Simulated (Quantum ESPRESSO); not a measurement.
# Li in Quantum ESPRESSO: the effect of functional

The system is Li.

```
Li
1.0
    -1.75465    1.75465    1.75465
     1.75465   -1.75465    1.75465
     1.75465    1.75465   -1.75465
Li
1
Direct
  0.00000 0.00000 0.00000
```

Alike in all runs:

```yaml
Program: Quantum ESPRESSO 7.5
Task: phonons
Cutoff: 612 eV
Density_cutoff: 4898 eV
k_mesh: 11 × 11 × 11
Occupations: cold, width 0.2 eV
Spin: no spin polarisation
```

Each run relaxes the cell or the atoms first.

| functional | potentials or basis | relaxed volume (Å³/atom) | highest phonon frequency (cm⁻¹) |
| --- | --- | --- | --- |
| LDA | GBRV 1.5 LDA | ? | ? |
| PBE | GBRV 1.5 PBE | 20.24 | 340 |
| PBEsol | GBRV 1.5 PBEsol | 20.22 | 339 |
| revPBE | GBRV 1.5 PBE | 21.12 | 331 |
| PW91 | GBRV 1.5 PBE | 20.37 | 352 |
| AM05 | GBRV 1.5 PBE | 20.64 | 344 |
| vdW-DF-cx | GBRV 1.5 PBE | 21.15 | 342 |

What does the run with functional LDA give?

Relaxed volume 18.97 Å³/atom; highest phonon frequency 352 cm⁻¹.

Caveats: the q point doesn't lie on the k mesh, which can shift a metal's frequencies strongly unless the mesh is converged; the potentials were made for another functional, which shifts forces and pressure (some runs); some modes are imaginary (some runs).
